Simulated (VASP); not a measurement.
# GeSe (Pnma) in VASP: a series of runs

One crystal, GeSe, is run at these levels: rev-vdW-DF2, PBEsol, PBE+D3(BJ); tasks: relaxation of cell and atoms.

Program: VASP 6.6.1. These are calculated values, not measurements. Logs are shortened: lines on timing, memory, paths and dates and some standing lists are left out, and cuts for length are marked.

## (1) The structure

It takes space group Pnma (No. 62, orthorhombic). Conventional cell: a = 10.790 Å, b = 3.820 Å, c = 4.380 Å, α = 90.00°, β = 90.00°, γ = 90.00°. Around Ge (site symmetry m) lie 3 Se at 2.54 to 2.58 Å. Around Se (site symmetry m) lie 3 Ge at 2.54 to 2.58 Å.

## (2) Relaxation of cell and atoms, rev-vdW-DF2

Contents of INCAR:

```
PREC = Accurate
ENCUT = 600
EDIFF = 1E-6
ISMEAR = 0
SIGMA = 0.03
LREAL = False
LASPH = True
NELM = 80
ALGO = Normal
ISIF = 3
LWAVE = False
LCHARG = False
GGA = MK
LUSE_VDW = True
AGGAC = 0.0
PARAM1 = 0.1234
PARAM2 = 0.711357
ZAB_VDW = -1.8867
IBRION = 2
NSW = 90
EDIFFG = -0.01
KPAR = 2
```

Contents of KPOINTS:

```
Automatic mesh
0
Gamma
  4 8 6
```

Contents of POSCAR:

```
GeSe
1.0
   10.7900000000      0.0000000000      0.0000000000
    0.0000000000      3.8200000000      0.0000000000
    0.0000000000      0.0000000000      4.3800000000
Ge Se
4 4
Direct
    0.1210000000      0.7500000000      0.8940000000
    0.6210000000      0.7500000000      0.6060000000
    0.3790000000      0.2500000000      0.3940000000
    0.8790000000      0.2500000000      0.1060000000
    0.8520000000      0.7500000000      0.4970000000
    0.3520000000      0.7500000000      0.0030000000
    0.6480000000      0.2500000000      0.9970000000
    0.1480000000      0.2500000000      0.5030000000
```

Potentials or basis: VASP PAW PBE potentials, release 64 (Ge_d, Se).

Started as:

```bash
cat potpaw_PBE.64/Ge_d/POTCAR potpaw_PBE.64/Se/POTCAR > POTCAR
mpirun -np 2 vasp_std > vasp.out
```

OUTCAR:

```text
PREC = Accurate
   ENCUT = 600
   EDIFF = 1E-6
   ISMEAR = 0
   LREAL = False
   LASPH = True
   NELM = 80
   ISIF = 3
   GGA = MK
   IBRION = 2
   NSW = 90
   EDIFFG = -0.01

 ion  position               nearest neighbor table
   1  0.121  0.750  0.894-   6 2.54   8 2.58   8 2.58
   2  0.621  0.750  0.606-   5 2.54   7 2.58   7 2.58
   3  0.379  0.250  0.394-   8 2.54   6 2.58   6 2.58
   4  0.879  0.250  0.106-   7 2.54   5 2.58   5 2.58
   5  0.852  0.750  0.497-   2 2.54   4 2.58   4 2.58
   6  0.352  0.750  0.003-   1 2.54   3 2.58   3 2.58
   7  0.648  0.250  0.997-   4 2.54   2 2.58   2 2.58
   8  0.148  0.250  0.503-   3 2.54   1 2.58   1 2.58

  LATTYP: Found a simple orthorhombic cell.
 ALAT       =     3.8200000000
 B/A-ratio  =     1.1465968586
 C/A-ratio  =     2.8246073298

  Lattice vectors:

 A1 = (   0.0000000000,   3.8200000000,   0.0000000000)
 A2 = (   0.0000000000,   0.0000000000,   4.3800000000)
 A3 = (  10.7900000000,   0.0000000000,   0.0000000000)

Analysis of symmetry for initial positions (statically):
=====================================================================
 Subroutine PRICEL returns:
 Original cell was already a primitive cell.

 Routine SETGRP: Setting up the symmetry group for a
 simple orthorhombic supercell.

 Subroutine GETGRP returns: Found  8 space group operations
 (whereof  2 operations were pure point group operations)
 out of a pool of  8 trial point group operations.

The static configuration has the point symmetry S_2 .
 The point group associated with its full space group is D_2h.

Analysis of symmetry for dynamics (positions and initial velocities):
=====================================================================
 Subroutine PRICEL returns:
 Original cell was already a primitive cell.

 Routine SETGRP: Setting up the symmetry group for a
 simple orthorhombic supercell.

 Subroutine GETGRP returns: Found  8 space group operations
 (whereof  2 operations were pure point group operations)
 out of a pool of  8 trial point group operations.

The dynamic configuration has the point symmetry S_2 .
 The point group associated with its full space group is D_2h.

 Subroutine INISYM returns: Found  8 space group operations
 (whereof  2 operations are pure point group operations),
 and found     1 'primitive' translations

----------------------------------------------------------------------------------------

                                     Primitive cell

  volume of cell :     180.5340

  direct lattice vectors                    reciprocal lattice vectors
    10.790000000  0.000000000  0.000000000     0.092678406  0.000000000  0.000000000
     0.000000000  3.820000000  0.000000000     0.000000000  0.261780105  0.000000000
     0.000000000  0.000000000  4.380000000     0.000000000  0.000000000  0.228310502

  length of vectors
    10.790000000  3.820000000  4.380000000     0.092678406  0.261780105  0.228310502

  position of ions in fractional coordinates (direct lattice)
     0.121000000  0.750000000  0.894000000
     0.621000000  0.750000000  0.606000000
     0.379000000  0.250000000  0.394000000
     0.879000000  0.250000000  0.106000000
     0.852000000  0.750000000  0.497000000
     0.352000000  0.750000000  0.003000000
     0.648000000  0.250000000  0.997000000
     0.148000000  0.250000000  0.503000000

  ion indices of the primitive-cell ions
   primitive index   ion index
                 1           1
                 2           2
                 3           3
                 4           4
                 5           5
                 6           6
                 7           7
                 8           8

----------------------------------------------------------------------------------------

 KPOINTS: Automatic mesh

Automatic generation of k-mesh.
 Grid dimensions read from file:
 generate k-points for:    4    8    6

 Generating k-lattice:

  Cartesian coordinates                     Fractional coordinates (reciprocal lattice)
     0.023169601  0.000000000  0.000000000     0.250000000  0.000000000  0.000000000
     0.000000000  0.032722513  0.000000000     0.000000000  0.125000000  0.000000000
     0.000000000  0.000000000  0.038051750     0.000000000  0.000000000  0.166666667

  Length of vectors
     0.023169601  0.032722513  0.038051750

  Shift w.r.t. Gamma in fractional coordinates (k-lattice)
     0.000000000  0.000000000  0.000000000

 Subroutine IBZKPT returns following result:
 ===========================================

 Found     60 irreducible k-points:

 Following reciprocal coordinates:
            Coordinates               Weight
  0.000000  0.000000  0.000000      1.000000
  0.250000  0.000000  0.000000      2.000000
  0.500000  0.000000  0.000000      1.000000
  0.000000  0.125000  0.000000      2.000000
  0.250000  0.125000  0.000000      4.000000
  0.500000  0.125000  0.000000      2.000000
[... 16 lines left out ...]
  0.250000  0.250000  0.166667      8.000000
  0.500000  0.250000  0.166667      4.000000
 [... further k-points ...]
   k-points           NKPTS =     60   k-points in BZ     NKDIM =     60   number of bands    NBANDS=     48
   number of dos      NEDOS =    301   number of ions     NIONS =      8
   total plane-waves  NPLWV = 103680
   dimension x,y,z NGX =    90 NGY =   32 NGZ =   36
   dimension x,y,z NGXF=   180 NGYF=   64 NGZF=   72
   ions per type =               4   4
   NGX,Y,Z   is equivalent  to a cutoff of  13.87, 13.93, 13.66 a.u.
   NGXF,Y,Z  is equivalent  to a cutoff of  27.73, 27.85, 27.33 a.u.
 SYSTEM =  unknown system
   PREC   = accura    normal or accurate (medium, high low for compatibility)
   ISTART =      0    job   : 0-new  1-cont  2-samecut
   ICHARG =      2    charge: 1-file 2-atom 10-const
   ISPIN  =      1    spin polarized calculation?
   LNONCOLLINEAR =      F non collinear calculations
   LSORBIT =      F    spin-orbit coupling
   LASPH  =      T    aspherical Exc in radial PAW
   ENCUT  =  600.0 eV  44.10 Ry    6.64 a.u.  21.55  7.63  8.75*2*pi/ulx,y,z
   NELM   =     80;   NELMIN=  2; NELMDL= -5     # of ELM steps
   EDIFF  = 0.1E-05   stopping-criterion for ELM
   LREAL  =      F    real-space projection
   EDIFFG = -.1E-01   stopping-criterion for IOM
   NSW    =     90    number of steps for IOM
   IBRION =      2    ionic relax: 0-MD 1-quasi-New 2-CG
   NFREE  =      1    steps in history (QN), initial steepest desc. (CG)
   ISIF   =      3    stress and relaxation
   ISYM   =      2    0-nonsym 1-usesym 2-fastsym
   POTIM  = 0.5000    time-step for ionic-motion
   TEBEG  =    0.0;   TEEND  =   0.0 temperature during run
   PSTRESS=    0.0 pullay stress
   NELECT =      80.0000    total number of electrons
   NUPDOWN=      -1.0000    fix difference up-down
   EMIN   =  10.00;   EMAX   =-10.00  energy-range for DOS
   EFERMI =   0.00;   METHOD = LEGACY
   ISMEAR =     0;   SIGMA  =   0.03  broadening in eV -4-tet -1-fermi 0-gaus
   EFERMI_NEDOS =   21; number of points for ismear=-14 and -15
   IALGO  =     38    algorithm
   IMIX   =      4    mixing-type and parameters
     AMIX     =   0.40;   BMIX     =  1.00
     AMIX_MAG =   1.60;   BMIX_MAG =  1.00
  volume/ion in A,a.u.               =      22.57       152.29
  Fermi-wavevector in a.u.,A,eV,Ry     =   1.248107  2.358580 21.194766  1.557771
  Thomas-Fermi vector in A             =   2.382209
   LORBIT       =      0    0 simple, 1 ext, 2 COOP (PROOUT), +10 PAW based schemes
   GGA     = MK    functional components
   LHFCALC =     F    Hartree Fock is set to
   AEXX    =    0.0000 exact exchange contribution
   IVDW_NL    =     1    kernel type
   BPARAM     = 6.3000
   IVDW    =     0    specifies the selected vdW correction
   LEPSILON=     F    determine dielectric tensor
   LRPA    =     F    only Hartree local field effects (RPA)
 conjugate gradient relaxation of ions
 non-spin polarized calculation
 Gauss-broadening in eV      SIGMA  =   0.03
  energy-cutoff  :      600.00
  volume of cell :      180.53
 maximum number of plane-waves:      6072
 NGX is ok and might be reduce to    90
   NGX = 43   NGY = 15   NGZ = 17

--------------------------------------- Ionic step        1  -------------------------------------------

 number of electron      79.9999967 magnetization

 Free energy of the ion-electron system (eV)
  ---------------------------------------------------
  ext. energy  EPLUGINS =         0.00000000
  ---------------------------------------------------
  free energy    TOTEN  =       -16.63465961 eV

  energy without entropy =      -16.63465961  energy(sigma->0) =      -16.63465961

 E-fermi :   4.6098     XC(G=0): -10.0701

 val. band max:        4.4306545991   @ k =   0.0000   0.0000   0.3333
 cond. band min:       5.0623652866   @ k =   0.0000   0.0000   0.0000
 fundamental gap:      0.6317106876
 Fermi energy:         4.6098084707

 k-point     1 :       0.0000    0.0000    0.0000
  band No.  band energies     occupation
      1     -20.1612      2.00000
      2     -20.1583      2.00000
      3     -20.1575      2.00000
      4     -20.1563      2.00000
      5     -20.1559      2.00000
      6     -20.1556      2.00000
[... 1213 lines left out ...]
     47       8.0244      0.00000
     48       8.0244      0.00000

 [... further k-points ...]

------------------------ aborting loop because EDIFF is reached ----------------------------------------

  FORCE on cell =-STRESS in cart. coord.  units (eV):
  Direction    XX          YY          ZZ          XY          YZ          ZX
  --------------------------------------------------------------------------------------
  -------------------------------------------------------------------------------------
  Total        3.4635761      2.6398822      1.9496307      0.0000000      0.0000000      0.0000000
  in kB       30.7380561     23.4280540     17.3023077      0.0000000      0.0000000      0.0000000
  external PRESSURE =      23.8228059 kB  Pullay stress =       0.0000000 kB
[... 115 lines left out ...]
  energy  without entropy=      -16.6911289101  energy(sigma->0) =      -16.69112891

Total vdW correction in eV:     13.3518307

[... ionic steps 4 to 15 ...]

--------------------------------------- Ionic step       16  -------------------------------------------

 number of electron      80.0000044 magnetization

------------------------ aborting loop because EDIFF is reached ----------------------------------------
[... 83 lines left out ...]
--------------------------------------- Ionic step       18  -------------------------------------------

 number of electron      80.0000040 magnetization

 Free energy of the ion-electron system (eV)
  ---------------------------------------------------
  ext. energy  EPLUGINS =         0.00000000
  ---------------------------------------------------
  free energy    TOTEN  =       -16.69884621 eV

  energy without entropy =      -16.69884621  energy(sigma->0) =      -16.69884621

 E-fermi :   4.2321     XC(G=0):  -9.8880

 val. band max:        4.0444325929   @ k =   0.0000   0.0000   0.3333
 cond. band min:       4.6875815380   @ k =   0.0000   0.0000   0.0000
 fundamental gap:      0.6431489451
 Fermi energy:         4.2321355629

 k-point     1 :       0.0000    0.0000    0.0000
  band No.  band energies     occupation
      1     -20.5589      2.00000
      2     -20.5569      2.00000
      3     -20.5563      2.00000
      4     -20.5551      2.00000
      5     -20.5549      2.00000
      6     -20.5547      2.00000
[... 1213 lines left out ...]
     47       7.5783      0.00000
     48       7.5783      0.00000

 [... further k-points ...]

------------------------ aborting loop because EDIFF is reached ----------------------------------------

  FORCE on cell =-STRESS in cart. coord.  units (eV):
  Direction    XX          YY          ZZ          XY          YZ          ZX
  --------------------------------------------------------------------------------------
  -------------------------------------------------------------------------------------
  Total       -0.0730667      0.0411878     -0.0636180      0.0000000      0.0000000      0.0000000
  in kB       -0.6231981      0.3512974     -0.5426085      0.0000000      0.0000000      0.0000000
  external PRESSURE =      -0.2715031 kB  Pullay stress =       0.0000000 kB
[... 27 lines left out ...]
  energy  without entropy=      -16.6988462116  energy(sigma->0) =      -16.69884621

Total vdW correction in eV:     13.3795100

 reached required accuracy - stopping structural energy minimisation
```

It took 45 min on 2 MPI ranks of Intel Xeon 6975P-C (Granite Rapids), shared host; peak memory 1.1 GiB.

What came out:

| Quantity | Value |
| --- | --- |
| Free energy | -16.6988 eV |
| Relaxed volume | 23.48 Å³/atom |
| Relaxed cell | a = 11.001 Å, b = 3.886 Å, c = 4.394 Å, α = 90.00°, β = 90.00°, γ = 90.00° |
| Space group after relaxing (to 0.05 Å) | Pnma (No. 62) |
| Energy gained by relaxing | 8.0 meV/atom |
| Ionic steps | 18 |
| Pressure after relaxing | 0.0 GPa |
| Largest force after relaxing | 0.008 eV/Å |
| Band gap on the k mesh | 0.64 eV, indirect (least direct gap 0.86 eV) |

Forces in eV/Å, atoms in the order of the input:
```
Ge   0.000  0.000 -0.008
Ge   0.000  0.000  0.008
Ge   0.000  0.000 -0.008
Ge   0.000  0.000  0.008
Se  -0.003  0.000  0.003
Se  -0.003  0.000 -0.003
Se   0.003  0.000  0.003
Se   0.003  0.000 -0.003
```

Step by step:
```tsv
step	energy change (eV)	largest force (eV/Å)	pressure (GPa)	volume (Å³)
1	0.0000	0.2887	2.38	180.53
2	-0.0468	0.1972	-0.91	189.44
3	-0.0565	0.0819	-0.01	186.74
4	-0.0565	0.0773	0.05	186.61
5	-0.0585	0.0556	0.06	186.78
6	-0.0600	0.0338	0.07	187.03
7	-0.0601	0.0401	0.06	187.09
8	-0.0609	0.0305	0.01	187.46
9	-0.0610	0.0256	-0.06	187.75
10	-0.0617	0.0227	-0.08	187.75
11	-0.0630	0.0190	-0.06	187.76
12	-0.0624	0.0336	0.09	187.79
13	-0.0633	0.0219	0.07	187.77
14	-0.0633	0.0368	-0.12	188.39
15	-0.0635	0.0254	-0.09	188.06
16	-0.0638	0.0263	0.01	187.80
17	-0.0638	0.0263	0.04	187.79
18	-0.0642	0.0085	-0.03	187.85
```

Final structure:
```cif
data_structure
_symmetry_space_group_name_H-M 'P 1'
_symmetry_Int_Tables_number 1
_cell_length_a 11.0012
_cell_length_b 3.8864
_cell_length_c 4.3935
_cell_angle_alpha 90.000
_cell_angle_beta 90.000
_cell_angle_gamma 90.000
_cell_volume 187.85
loop_
_atom_site_label
_atom_site_type_symbol
_atom_site_fract_x
_atom_site_fract_y
_atom_site_fract_z
_atom_site_occupancy
Ge1 Ge 0.12363 0.75000 0.89094 1
Ge2 Ge 0.62363 0.75000 0.60906 1
Ge3 Ge 0.37637 0.25000 0.39094 1
Ge4 Ge 0.87637 0.25000 0.10906 1
Se1 Se 0.85491 0.75000 0.50230 1
Se2 Se 0.35491 0.75000 0.99770 1
Se3 Se 0.64509 0.25000 0.00230 1
Se4 Se 0.14509 0.25000 0.49770 1
```

Caveat: the PAW data sets were made with another functional, which shifts forces and pressure a little.

## (3) Relaxation of cell and atoms, rev-vdW-DF2

This run uses another cell than the first one, of 23.48 Å³/atom, 1.041 times its volume.

Edit INCAR of step 2 so:

```diff
@@ -2,3 +2,3 @@
 ENCUT = 600
-EDIFF = 1E-6
+EDIFF = 1E-7
 ISMEAR = 0
@@ -20,3 +20,3 @@
 NSW = 90
-EDIFFG = -0.01
+EDIFFG = -0.005
 KPAR = 2
```

KPOINTS is that of step 2.

Contents of POSCAR:

```
GeSe                                    
1.0
   11.0012269828      0.0000000000      0.0000000000
    0.0000000000      3.8864098220      0.0000000000
    0.0000000000      0.0000000000      4.3935344968
  Ge              Se            
     4     4
Direct
     0.1236324356964204    0.7500000000000000    0.8909371021697852
     0.6236324356964201    0.7500000000000000    0.6090628978302148
     0.3763675643035796    0.2500000000000000    0.3909371021697849
     0.8763675643035799    0.2500000000000000    0.1090628978302150
     0.8549102197535956    0.7500000000000000    0.5022974104036307
     0.3549102197535958    0.7500000000000000    0.9977025895963694
     0.6450897802464044    0.2500000000000000    0.0022974104036308
     0.1450897802464042    0.2500000000000000    0.4977025895963692
```

Potentials or basis: VASP PAW PBE potentials, release 64 (Ge_d, Se).

Started as:

```bash
cat potpaw_PBE.64/Ge_d/POTCAR potpaw_PBE.64/Se/POTCAR > POTCAR
mpirun -np 2 vasp_std > vasp.out
```

It took 60 min on 2 MPI ranks of Intel Xeon 6975P-C (Granite Rapids), shared host; peak memory 1.1 GiB.

Results (log left out):

```yaml
Free_energy: -16.6997 eV
Relaxed_volume: 23.45 Å³/atom
Relaxed_cell: a = 10.996 Å, b = 3.890 Å, c = 4.386 Å, α = 90.00°, β = 90.00°, γ = 90.00°
Space_group_after_relaxing_to_0.05_Å: Pnma (No. 62)
Energy_gained_by_relaxing: 0.0 meV/atom
Ionic_steps: 19
Pressure_after_relaxing: 0.0 GPa
Largest_force_after_relaxing: 0.004 eV/Å
Band_gap_on_the_k_mesh: 0.64 eV, indirect (least direct gap 0.88 eV)
```

Forces in eV/Å, atoms in the order of the input:
```
Ge  -0.002  0.000 -0.004
Ge  -0.002  0.000  0.004
Ge   0.002  0.000 -0.004
Ge   0.002  0.000  0.004
Se   0.001  0.000  0.001
Se   0.001  0.000 -0.001
Se  -0.001  0.000  0.001
Se  -0.001  0.000 -0.001
```

The path:
| step | energy change (eV) | largest force (eV/Å) | pressure (GPa) | volume (Å³) |
| --- | --- | --- | --- | --- |
| 1 | 0.0000 | 0.0085 | -0.02 | 187.85 |
| 2 | -0.0001 | 0.0071 | 0.00 | 187.77 |
| 3 | -0.0001 | 0.0086 | 0.02 | 187.72 |
| 4 | -0.0001 | 0.0073 | 0.00 | 187.76 |
| 5 | -0.0001 | 0.0070 | -0.02 | 187.80 |
| 6 | -0.0002 | 0.0082 | -0.07 | 187.87 |
| 7 | -0.0002 | 0.0072 | -0.03 | 187.82 |
| 8 | -0.0002 | 0.0086 | -0.02 | 187.71 |
| 9 | -0.0002 | 0.0119 | 0.02 | 187.48 |
| 10 | -0.0003 | 0.0094 | 0.03 | 187.45 |
| 11 | -0.0003 | 0.0046 | 0.03 | 187.38 |
| 12 | -0.0003 | 0.0043 | 0.02 | 187.36 |
| 13 | -0.0003 | 0.0065 | 0.00 | 187.43 |
| 14 | -0.0003 | 0.0095 | -0.02 | 187.51 |
| 15 | -0.0003 | 0.0086 | -0.03 | 187.52 |
| 16 | -0.0004 | 0.0059 | 0.00 | 187.53 |
| 17 | -0.0004 | 0.0044 | 0.04 | 187.55 |
| 18 | -0.0004 | 0.0040 | 0.04 | 187.54 |
| 19 | -0.0004 | 0.0039 | 0.02 | 187.58 |

Final structure:
```xyz
8
Lattice="10.9956 0.0000 0.0000 0.0000 3.8898 0.0000 0.0000 0.0000 4.3858" Properties=species:S:1:pos:R:3 pbc="T T T"
Ge    1.3578    2.9173    3.9002
Ge    6.8556    2.9173    2.6785
Ge    4.1400    0.9724    1.7073
Ge    9.6378    0.9724    0.4856
Se    9.4005    2.9173    2.2117
Se    3.9027    2.9173    4.3670
Se    7.0930    0.9724    0.0188
Se    1.5951    0.9724    2.1741
```

Levels at points of the mesh, in eV from the valence-band top:
```csv
k point,band 36,band 37,band 38,band 39,band 40,band 41,band 42,band 43,band 44,band 45
"(0.00, 0.00, 0.00)",-1.81,-1.39,-1.17,-0.81,-0.24,0.64,2.68,2.73,2.77,3.06
"(0.50, 0.00, 0.00)",-2.04,-1.69,-1.69,-0.45,-0.45,2.36,2.36,2.45,2.45,3.44
"(0.00, 0.50, 0.00)",-1.85,-1.34,-1.34,-1.17,-1.17,1.10,1.10,1.18,1.18,1.73
"(0.50, 0.50, 0.00)",-2.21,-1.47,-1.47,-1.47,-1.47,1.46,1.46,1.46,1.46,2.02
"(0.00, 0.00, 0.50)",-1.37,-0.95,-0.95,-0.40,-0.40,1.20,1.20,1.86,1.86,2.02
"(0.50, 0.00, 0.50)",-1.83,-0.56,-0.56,-0.55,-0.55,1.25,1.25,1.89,1.89,2.09
"(0.00, 0.50, 0.50)",-3.34,-2.21,-2.21,-1.52,-1.52,2.80,2.80,3.26,3.26,4.94
"(0.50, 0.50, 0.50)",-3.93,-1.52,-1.52,-1.52,-1.52,2.56,2.56,2.56,2.56,4.91
```

Caveat: the PAW data sets were made with another functional, which shifts forces and pressure a little.

(Part 1 of 2 ends here.)
